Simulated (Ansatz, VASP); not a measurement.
## Two plane-wave programs on AlP

The input INCAR:

```
  PREC = Accurate
  ENCUT = 600
  EDIFF = 1E-6
  ISMEAR = 0
  SIGMA = 0.01
  LREAL = F
  LASPH = T
  NELM = 100
  ALGO = Normal
  ISIF = 3
  LWAVE = F
  LCHARG = F
  GGA = PE
  IBRION = 2
  NSW = 80
  EDIFFG = -0.001
```

The input KPOINTS:

```
Automatic mesh
0
Gamma
  8 8 8
```

POSCAR

```
AlP
1.0
    0.0000000000      2.7534005788      2.7534005788
    2.7534005788      0.0000000000      2.7534005788
    2.7534005788      2.7534005788      0.0000000000
Al P
1 1
Direct
    0.0000000000      0.0000000000      0.0000000000
    0.2500000000      0.2500000000      0.2500000000
```

Input for Ansatz:

```yaml
crystal:
  lattice:
    - [0.0, 2.7534005715, 2.7534005715]
    - [2.7534005715, 0.0, 2.7534005715]
    - [2.7534005715, 2.7534005715, 0.0]
  atoms:
    - { symbol: Al, position: [0.0, 0.0, 0.0] }
    - { symbol: P, position: [0.25, 0.25, 0.25] }
basis:
  ecutwfc: 420
kpoints:
  mp_grid: { grid: [8, 8, 8] }
hamiltonian:
  xc: pbe
scf:
  occupations: { method: fixed }
output:
  forces: true
  stress: true
  eigenvalues: true
relax:
  adjacent_minimum: "off"
  f_tol: 0.001
  max_steps: 60
  cell: { stress_tol: 0.01 }
```

Alike in both runs: task relaxation of cell and atoms; functional PBE; k mesh 8 × 8 × 8; no spin polarisation.

```csv
,VASP,Ansatz
version,VASP 6.6.1,Ansatz 0.2.0
potentials or method,"VASP PAW PBE potentials, release 64 (Al, P)","scalar-relativistic, plane waves, PAW"
plane-wave cutoff (eV),600,420
occupations,"gaussian, width 0.01 eV",fixed
valence electrons in the cell,8,8
```

|  | VASP | Ansatz | Ansatz less VASP |
| --- | --- | --- | --- |
| gap on the k mesh at the Fermi level, each at its own relaxed structure (eV) | 1.63 | 1.63 | +0.003 |
| relaxed volume (Å³/atom) | 20.87 | 20.89 | +0.019 |
| relaxed cell length with the largest relative difference (Å) | 3.893 | 3.895 | +0.0012 |

A k mesh can miss the band edges.
